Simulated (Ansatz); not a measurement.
# TePb: enthalpies of structure types against pressure

All-electron LAPW in Ansatz 0.2.0 under PBE, scalar-relativistic, energies extrapolated to zero smearing. Each structure type was compressed from its own relaxed volume, symmetry kept and shape relaxed on PAW files, and E(V) was fitted to energies and pressures; H = E + pV has no temperature or zero-point term. Only these types were tried: rocksalt (Fm-3m, 11×11×11 mesh, 35.40 Å³/atom at rest); zincblende (F-43m, 12×12×12 mesh, 49.35 Å³/atom at rest); CsCl (Pm-3m, 11×11×11 mesh, 31.91 Å³/atom at rest). Spin polarisation is left out. Spin–orbit coupling is left out; Fermi–Dirac smearing is 0.05 to 0.1 eV. Enthalpies carry a few meV/atom of noise from meshes and fits.

Task: Which type is lowest at zero pressure, and what follows up to 88 GPa?

Result: Among the types tried, rocksalt is lowest at zero pressure; CsCl takes over from rocksalt near 12 GPa, with a volume step of -9.6 %. Enthalpies against rocksalt:

```json
{"p (GPa)": "0", "rocksalt (meV/atom)": "0", "zincblende (meV/atom)": "189", "CsCl (meV/atom)": "228"}
{"p (GPa)": "2.6", "rocksalt (meV/atom)": "0", "zincblende (meV/atom)": "395", "CsCl (meV/atom)": "174"}
{"p (GPa)": "7", "rocksalt (meV/atom)": "0", "zincblende (meV/atom)": "689", "CsCl (meV/atom)": "89"}
{"p (GPa)": "13", "rocksalt (meV/atom)": "0", "zincblende (meV/atom)": "1021", "CsCl (meV/atom)": "-18"}
{"p (GPa)": "26", "rocksalt (meV/atom)": "0", "zincblende (meV/atom)": "1589", "CsCl (meV/atom)": "-227"}
{"p (GPa)": "44", "rocksalt (meV/atom)": "0", "zincblende (meV/atom)": "2199", "CsCl (meV/atom)": "-479"}
{"p (GPa)": "66", "rocksalt (meV/atom)": "0", "zincblende (meV/atom)": "2805", "CsCl (meV/atom)": "-742"}
{"p (GPa)": "83", "rocksalt (meV/atom)": "0", "zincblende (meV/atom)": "3214", "CsCl (meV/atom)": "-920"}
```
